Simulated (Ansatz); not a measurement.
# HfSn2Se6: the cost of one run

Computed with Ansatz 0.2.0 (DFT PBE, scalar-relativistic, plane waves, PAW, unless a step's input says otherwise).

## (1) The starting structure

The structure is trigonal, space group R-3 (No. 148). Conventional cell: a = 6.729 Å, b = 6.729 Å, c = 18.768 Å, α = 90.00°, β = 90.00°, γ = 120.00°. Around Hf (site symmetry -3) lie 6 Se at 2.73 Å. Sn (site symmetry 3) has 6 Se at 2.73 Å as nearest neighbours. Se (site symmetry 1) has 2 Sn at 2.73 Å and 1 Hf at 2.73 Å as nearest neighbours.

Structure file:

```cif
data_structure
_symmetry_space_group_name_H-M 'P 1'
_symmetry_Int_Tables_number 1
_cell_length_a 7.3642
_cell_length_b 7.3642
_cell_length_c 7.3642
_cell_angle_alpha 54.370
_cell_angle_beta 54.370
_cell_angle_gamma 54.370
_cell_volume 245.32
loop_
_atom_site_label
_atom_site_type_symbol
_atom_site_fract_x
_atom_site_fract_y
_atom_site_fract_z
_atom_site_occupancy
Hf1 Hf 0.00000 0.00000 0.00000 1
Sn1 Sn 0.66667 0.66667 0.66667 1
Sn2 Sn 0.33333 0.33333 0.33333 1
Se1 Se 0.58333 0.25000 0.91667 1
Se2 Se 0.25000 0.91667 0.58333 1
Se3 Se 0.91667 0.58333 0.25000 1
Se4 Se 0.41667 0.75000 0.08333 1
Se5 Se 0.08333 0.41667 0.75000 1
Se6 Se 0.75000 0.08333 0.41667 1
```

The start is an ordering of an alloy on its end members' structure types: elements ordered on the sites of the SnSe2 type, Sn/Hf on Sn (R-3, No. 148).

## (2) Probe: one point on a coarse mesh

input.yaml

```yaml
crystal:
  lattice:
    - [3.36448673, 1.94248732, 6.25612642]
    - [-3.36448673, 1.94248732, 6.25612642]
    - [0.0, -3.88497463, 6.25612642]
  atoms:
    - { symbol: Hf, position: [0.0, 0.0, 0.0] }
    - { symbol: Sn, position: [0.66666667, 0.66666667, 0.66666667] }
    - { symbol: Sn, position: [0.33333333, 0.33333333, 0.33333333] }
    - { symbol: Se, position: [0.58333333, 0.25, 0.91666667] }
    - { symbol: Se, position: [0.25, 0.91666667, 0.58333333] }
    - { symbol: Se, position: [0.91666667, 0.58333333, 0.25] }
    - { symbol: Se, position: [0.41666667, 0.75, 0.08333333] }
    - { symbol: Se, position: [0.08333333, 0.41666667, 0.75] }
    - { symbol: Se, position: [0.75, 0.08333333, 0.41666667] }
basis:
  ecutwfc: 420
kpoints:
  mp_grid: { grid: [3, 3, 3] }
hamiltonian:
  xc: pbe
scf:
  occupations: { method: gaussian, width: 0.1 }
  lower_state_search: "off"
output:
  forces: true
  stress: true
  eigenvalues: true
```

Launch:

```
> ansatz run input.yaml --threads 1 --pin off --max-ram 2560MiB --backend cpu --events-out ev --progress --plain --runs-dir out
```

Q: Estimate wall time and peak memory on 1 thread of Intel Xeon at 2.70GHz, shared host.

About 9.8 s, with a peak of 0.61 GiB.
